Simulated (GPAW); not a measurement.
A run of GPAW 26.7.0:

The input run.py:

```python
from ase import Atoms
from ase.eos import EquationOfState
from ase.io import Trajectory
from ase.units import GPa
from gpaw import GPAW, PW, setup_paths

setup_paths.insert(0, '.')

atoms = Atoms(['Co', 'Co'],
              cell=[[2.4719999032, 0.0, 0.0],
                    [-1.2359999516, 2.1408147143, 0.0],
                    [0.0, 0.0, 4.02114408]],
              scaled_positions=[[0.6666666667, 0.3333333333, 0.75],
                                [0.3333333333, 0.6666666667, 0.25]],
              pbc=True)
atoms.set_initial_magnetic_moments([2.0, 2.0])

traj = Trajectory('eos.traj', 'w')
volumes, energies = [], []
for x in [0.94, 0.96, 0.98, 1.0, 1.02, 1.04, 1.06]:
    a = atoms.copy()
    a.set_cell(atoms.cell * x**(1 / 3), scale_atoms=True)
    calc = GPAW(mode=PW(600),
                xc='PBEsol',
                kpts={'size': (10, 10, 6), 'gamma': True},
                occupations={'name': 'fermi-dirac', 'width': 0.05},
                nbands=21,
                convergence={'density': 1e-05, 'energy': 1e-05},
                maxiter=150,
                txt=f'eos-{x:.2f}.txt')
    a.calc = calc
    energies.append(a.get_potential_energy(force_consistent=True))
    volumes.append(a.get_volume())
    p = -a.get_stress()[:3].mean() / GPa
    calc.write(f'eos-{x:.2f}.gpw')
    traj.write(a)
    print(f'{x:.2f} {volumes[-1]:10.4f} A^3 {energies[-1]:14.6f} eV {p:9.3f} GPa', flush=True)

v0, e0, B = EquationOfState(volumes, energies, eos='birchmurnaghan').fit()
print(f'V0 = {v0:.4f} A^3, E0 = {e0:.6f} eV, B0 = {B / GPa:.2f} GPa')
```

Potentials or basis: PAW data sets generated in the run's folder for this functional, pw.

Launch:

```bash
$ gpaw-setup -f PBEsol Co
$ OMP_NUM_THREADS=1 python run.py
```

Hardware: 1 thread of Arm Neoverse V2, with other jobs on the host.

Question: How long does it take, and how much memory?

Answer: Run time: 4.4 min on 1 thread of Arm Neoverse V2, with other jobs on the host, peak memory 0.25 GiB. Counts: scf iterations 80, plane waves 687, bands 21, k points 72.
